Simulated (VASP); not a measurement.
MgO: relaxation of cell and atoms with HSE06

The system is MgO.

```
Mg O
1.0
     0.00000    2.10850    2.10850
     2.10850    0.00000    2.10850
     2.10850    2.10850    0.00000
Mg O
1 1
Direct
  0.00000 0.00000 0.00000
  0.50000 0.50000 0.50000
```

```
Program                            : VASP 6.6.1
Task                               : relaxation of cell and atoms
Functional                         : HSE06
Potentials or basis                : VASP PAW PBE potentials, release 64 (Mg, O)
Cutoff                             : 520 eV
k mesh                             : 6 × 6 × 6
Occupations                        : gaussian, width 0.02 eV
Spin                               : no spin polarisation
Grid for exact exchange (PRECFOCK) : Fast
Screening parameter                : 0.2 1/A
Further INCAR settings             : ALGO = Normal; EDIFF = 1e-07; IBRION = 2; EDIFFG = -0.01; NSW = 80; ISIF = 3
```

```json
{
 "Relaxed volume": "9.25 Å³/atom",
 "Relaxed cell": "a = 2.969 Å, b = 2.969 Å, c = 2.969 Å, α = 60.00°, β = 60.00°, γ = 60.00°",
 "Space group after relaxing (to 0.05 Å)": "Fm-3m (No. 225)",
 "Energy gained by relaxing": "0.8 meV/atom",
 "Ionic steps": "3",
 "Pressure after relaxing": "0.0 GPa",
 "Band gap on the k mesh": "6.56 eV, direct"
}
```

Step by step:
| step | energy change (eV) | largest force (eV/Å) | pressure (GPa) | volume (Å³) |
| --- | --- | --- | --- | --- |
| 1 | 0.0000 | 0.0000 | -2.14 | 18.75 |
| 2 | -0.0014 | 0.0000 | 0.90 | 18.41 |
| 3 | -0.0016 | 0.0000 | 0.00 | 18.51 |

Final structure:
```xyz
2
Lattice="0.0000 2.0994 2.0994 2.0994 0.0000 2.0994 2.0994 2.0994 0.0000" Properties=species:S:1:pos:R:3 pbc="T T T"
Mg    0.0000    0.0000    0.0000
O     2.0994    2.0994    2.0994
```

Levels at points of the mesh, in eV from the valence-band top:
```csv
k point,band 1,band 2,band 3,band 4,band 5,band 6,band 7,band 8
"(0.00, 0.00, 0.00)",-18.88,0.00,0.00,0.00,6.56,17.84,17.84,17.84
"(0.50, 0.00, 0.00)",-17.50,-4.98,-0.72,-0.72,9.76,15.00,18.45,18.45
"(0.50, 0.50, 0.00)",-17.23,-4.43,-1.48,-1.48,10.89,11.98,15.49,21.55
```

Run time: 2 min on 4 MPI ranks on Intel(R) Xeon(R) Platinum 8259CL CPU @ 2.50GHz (Skylake/Cascade Lake), with other jobs on the host, peak memory 0.23 GiB a rank.

Caveat: the k mesh is coarse (spacing up to 0.43 Å⁻¹), so the values aren't converged, least of all with exact exchange; the PAW data sets were made with another functional, which shifts forces and pressure a little.
